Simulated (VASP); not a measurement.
Set up this calculation in VASP 6.6.1, as the native input.

```yaml
Task: single point
Functional: PBE
Potentials_or_basis: VASP PAW PBE potentials, release 64 (Hf_sv_GW, N_GW)
Cutoff: 550 eV
k_mesh: 9 × 9 × 9
Occupations: gaussian, width 0.1 eV
Spin: no spin polarisation
Further_INCAR_settings: ALGO = Normal; EDIFF = 1e-07; NBANDS = 16
```

The structure of HfN lies in POSCAR:

```
HfN
1.0
    0.0000000000      2.4548220000      2.4548220000
    2.4548220000      0.0000000000      2.4548220000
    2.4548220000      2.4548220000      0.0000000000
Hf N
1 1
Cartesian
    0.0000000000      0.0000000000      0.0000000000
    1.2274110000      1.2274110000      1.2274110000
```

The cell comes from a database or a generator and needn't be the stable form of this composition.

One way to write it, as run:

INCAR

```
SYSTEM = HfN
  PREC = Accurate
  ENCUT = 550
  EDIFF = 1E-7
  ISMEAR = 0
  SIGMA = 0.1
  LREAL = .FALSE.
  LASPH = .TRUE.
  NELM = 60
  ALGO = Normal
  ISIF = 2
  LWAVE = .FALSE.
  LCHARG = .TRUE.
  GGA = PE
  LELF = .TRUE.
  LVHAR = .TRUE.
  NBANDS = 16
```

KPOINTS

```
regular mesh
0
G
  9 9 9
  0 0 0
```

Potentials or basis: VASP PAW PBE potentials, release 64 (Hf_sv_GW, N_GW).

Launch:

```console
$ cat potpaw_PBE.64/Hf_sv_GW/POTCAR potpaw_PBE.64/N_GW/POTCAR > POTCAR
$ mpirun -np 1 vasp_std > vasp.out
```

It gave:

* Pressure: 1.0 GPa
* Band gap on the k mesh: none (metal or under the smearing width)

Wall time 20 s on 1 thread of Intel(R) Xeon(R) Platinum 8488C (Sapphire Rapids), on a shared host, peak memory 0.17 GiB.
